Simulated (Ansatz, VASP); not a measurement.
# Be in VASP and in Ansatz

File INCAR:

```
SYSTEM = Be
PREC = Accurate ; ENCUT = 520
EDIFF = 1E-7 ; ISMEAR = 0
SIGMA = 0.15 ; LREAL = .False.
LASPH = .True. ; NELM = 60
ALGO = Normal ; ISIF = 2
LWAVE = .False. ; LCHARG = .False.
GGA = PS ; NBANDS = 9
```

KPOINTS

```
Automatic mesh
0
Gamma
  24 24 14
  0 0 0
```

Contents of POSCAR:

```
Be
1.0
    2.4144770842      0.0000000000      0.0000000000
   -1.2072385421      2.0909984917      0.0000000000
    0.0000000000      0.0000000000      3.6009000000
Be
2
Direct
    0.3333333333      0.6666666667      0.2500000000
    0.6666666667      0.3333333333      0.7500000000
```

Input for Ansatz:

```yaml
crystal:
  lattice:
    - [2.4144770842, 0.0, 0.0]
    - [-1.2072385421, 2.0909984917, 0.0]
    - [0.0, 0.0, 3.6009]
  atoms:
    - { symbol: Be, position: [0.3333333333, 0.6666666667, 0.25] }
    - { symbol: Be, position: [0.6666666667, 0.3333333333, 0.75] }
basis:
  ecutwfc: 420
kpoints:
  mp_grid: { grid: [24, 24, 14] }
hamiltonian:
  xc: pbesol
scf:
  occupations: { method: gaussian, width: 0.15 }
output:
  forces: true
  stress: true
  eigenvalues: true
```

Change from the starting cell: strain +0.050 along x and y, +0.000 along z, atoms carried along.

Alike in both runs: task single point; functional PBEsol; k mesh 24 × 24 × 14; occupations gaussian, width 0.15 eV; no spin polarisation.

```csv
,VASP,Ansatz
version,VASP 6.6.1,Ansatz 0.2.0
potentials or method,"VASP PAW PBE potentials, release 64 (Be)","scalar-relativistic, plane waves, PAW"
plane-wave cutoff (eV),520,420
valence electrons in the cell,4,4
```

VASP gave:

* gap on the k mesh at the Fermi level (eV): none
* pressure (GPa): -13.4
* largest component of the traceless stress (GPa): 7.40

Question: Estimate Ansatz's values.

Answer: gap on the k mesh at the Fermi level (eV): none; pressure (GPa): -13.6; largest component of the traceless stress (GPa): 7.33.

A gap of «none» marks a metal or a gap that the smearing closes. With one functional, cell and mesh, what is left measures potentials, basis and numerics.

Caveats: the PAW data sets were made with another functional, which shifts forces and pressure a little (VASP).
